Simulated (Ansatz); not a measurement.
The calculation used DFT PBE, scalar-relativistic, plane waves, PAW in Ansatz 0.2.0. All cells share a 420 eV cutoff and Γ-centred k meshes spaced at most about 0.3 Å⁻¹ (about 0.25 or finer for metals, 2π included). No spin polarisation.

Temperature and zero-point effects are left out.

Compare these two cells of La5O, each relaxed at this level.

A.

```cif
data_structure
_symmetry_space_group_name_H-M 'I4/mmm'
_symmetry_Int_Tables_number 139
_cell_length_a 6.5681
_cell_length_b 6.5681
_cell_length_c 11.0918
_cell_angle_alpha 90.000
_cell_angle_beta 90.000
_cell_angle_gamma 90.000
_cell_volume 478.50
loop_
_atom_site_label
_atom_site_type_symbol
_atom_site_symmetry_multiplicity
_atom_site_Wyckoff_symbol
_atom_site_fract_x
_atom_site_fract_y
_atom_site_fract_z
_atom_site_occupancy
La1 La 4 d 0.00000 0.50000 0.25000 1
La2 La 4 e 0.00000 0.00000 0.31398 1
La3 La 2 a 0.00000 0.00000 0.00000 1
O1 O 2 b 0.50000 0.50000 0.00000 1
```

B.

```cif
data_structure
_symmetry_space_group_name_H-M 'P6/mmm'
_symmetry_Int_Tables_number 191
_cell_length_a 5.3619
_cell_length_b 5.3619
_cell_length_c 6.7782
_cell_angle_alpha 90.000
_cell_angle_beta 90.000
_cell_angle_gamma 120.000
_cell_volume 168.77
loop_
_atom_site_label
_atom_site_type_symbol
_atom_site_symmetry_multiplicity
_atom_site_Wyckoff_symbol
_atom_site_fract_x
_atom_site_fract_y
_atom_site_fract_z
_atom_site_occupancy
La1 La 1 b 0.00000 0.00000 0.50000 1
La2 La 4 h 0.33333 0.66667 0.77442 1
O1 O 1 a 0.00000 0.00000 0.00000 1
```

**Question.** Which is lower in energy, and by how much?

**Answer.** A is lower, by 0.33 eV/atom. A has space group I4/mmm (No. 139), 39.9 Å³/atom and no gap on its mesh; B has space group P6/mmm (No. 191), 28.1 Å³/atom and no gap. Counting La atoms around O (those within 1.25 times the shortest such distance or 1.15 times the sum of covalent radii, 1.27 where that leaves under three; the shortest distance is added where it exceeds 1.18 times the sum of covalent radii), A has O 2 and B has O 14 from 3.4 Å. The lower one is the more open, so pressure narrows the difference. Both come from invented guesses. The lowest form computed isn't among them: it has space group P-62m (No. 189), 30.7 Å³/atom and lies 240 meV/atom below the best shown.

A magnetic state wasn't ruled out in cells without spin, among them I4/mmm, P6/mmm. Cells relaxed within their symmetry can be saddle points. Some types were kept out of the candidates beforehand, so the set may lack a known form.
